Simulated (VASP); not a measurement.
# From VASP inputs to Ansatz: PbS (strained rocksalt)

INCAR

```
PREC = Accurate
ALGO = Normal
LWAVE = .FALSE.
LELF = .TRUE.
ISIF = 2
ISMEAR = 0
LCHARG = .TRUE.
EDIFF = 1E-7
NBANDS = 17
ENCUT = 520
NELM = 120
LREAL = .FALSE.
METAGGA = R2SCAN
IBRION = -1
NSW = 0
LASPH = .TRUE.
SIGMA = 0.01
```

KPOINTS

```
KPOINTS created by Atomic Simulation Environment
0
Gamma
8 8 8
0 0 0
```

KPOINTS_OPT

```
special points
7
Reciprocal
0.0000000000 0.0000000000 0.0000000000 1
0.5000000000 0.0000000000 0.5000000000 1
0.6250000000 0.2500000000 0.6250000000 1
0.3750000000 0.3750000000 0.7500000000 1
0.5000000000 0.5000000000 0.5000000000 1
0.5000000000 0.2500000000 0.7500000000 1
0.0000000000 0.0000000000 0.5000000000 1
```

POSCAR

```
Pb S
 1.0000000000000000
     0.0000000000000000    3.0469773296999998    2.9721562628000000
     3.0469773296999998    0.0000000000000000    2.9721562628000000
     3.0469773296999998    3.0469773296999998    0.0000000000000000
 Pb  S
   1   1
Cartesian
  0.0000000000000000  0.0000000000000000  0.0000000000000000
  3.0469773296999993  3.0469773296999993  2.9721562628000000
```

VASP ran with the recommended PBE PAW datasets (20 valence electrons in the cell).

Q: Write an Ansatz input for this cell and level of theory.

A: 

```yaml
crystal:
  lattice:
    - [0.0, 3.0469773297, 2.9721562628]
    - [3.0469773297, 0.0, 2.9721562628]
    - [3.0469773297, 3.0469773297, 0.0]
  atoms:
    - { symbol: Pb, position: [0.0, 0.0, 0.0] }
    - { symbol: S, position: [0.5, 0.5, 0.5] }
kpoints:
  mp_grid: { grid: [8, 8, 8] }
  band_path:
    path:
      - [0.0, 0.0, 0.0]
      - [0.5, 0.0, 0.5]
      - [0.625, 0.25, 0.625]
      - [0.375, 0.375, 0.75]
      - [0.5, 0.5, 0.5]
      - [0.5, 0.25, 0.75]
      - [0.0, 0.0, 0.5]
    npoints: 1
hamiltonian:
  xc: r2scan
scf:
  occupations: { method: fixed }
  n_extra_bands: 4
output:
  forces: true
  stress: true
  eigenvalues: true
```

Other inputs would serve too.

```tsv
	VASP	Ansatz
gap between bands v and c	0.80 eV	0.79 eV
least direct gap	0.80 eV	0.79 eV
pressure	-1.8 GPa	-1.8 GPa
```

Each program uses its own PAW datasets. VASP's cell holds 20 valence electrons and Ansatz's 20. Ansatz's stress includes a Pulay correction; VASP's doesn't.
